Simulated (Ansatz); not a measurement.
Response to strain in LaAlO3

Take LaAlO3 (space group R-3c, No. 167; a = 5.413 Å, c = 13.193 Å (hexagonal axes)) as the base. Axes: x lies along a and z along c of the hexagonal cell.

Strains are applied to the cell and any free atomic positions relax; under biaxial strain the out-of-plane vector relaxes too.

Method: PBE/PAW in Ansatz (an electronic-structure program), scalar-relativistic without spin-orbit coupling.

Notes on the quantities. energy relative to the base: free energy F.

```json
[
 {"case": "base", "energy relative to the base": "0 meV/atom", "shortest interatomic distance": "1.922 Å", "width of the top valence band": "0.53 eV"},
 {"case": "biaxial strain −4.59 %, plane normal [001], relaxed out of plane", "energy relative to the base": "+67 meV/atom", "shortest interatomic distance": "1.868 Å", "width of the top valence band": "0.79 eV"},
 {"case": "biaxial strain +2.65 %, plane normal [001], relaxed out of plane", "energy relative to the base": "___", "shortest interatomic distance": "1.956 Å", "width of the top valence band": "0.80 eV"},
 {"case": "isotropic strain −3.97 %", "energy relative to the base": "+102 meV/atom", "shortest interatomic distance": "1.837 Å", "width of the top valence band": "0.63 eV"},
 {"case": "isotropic strain +0.34 %", "energy relative to the base": "+0.6 meV/atom", "shortest interatomic distance": "1.930 Å", "width of the top valence band": "0.54 eV"},
 {"case": "isotropic strain +1.09 %", "energy relative to the base": "+6.4 meV/atom", "shortest interatomic distance": "1.946 Å", "width of the top valence band": "0.54 eV"},
 {"case": "uniaxial strain ε_xx = +2.33 %", "energy relative to the base": "+6.1 meV/atom", "shortest interatomic distance": "___", "width of the top valence band": "–"}
]
```

**Question.** What belongs in the blanks?

**Answer.** 
- biaxial strain +2.65 %, plane normal [001], relaxed out of plane, energy relative to the base: +19 meV/atom
- uniaxial strain ε_xx = +2.33 %, shortest interatomic distance: 1.932 Å

The levels and masses belong to the bands next to the band gap. Stability against distortions was not tested.
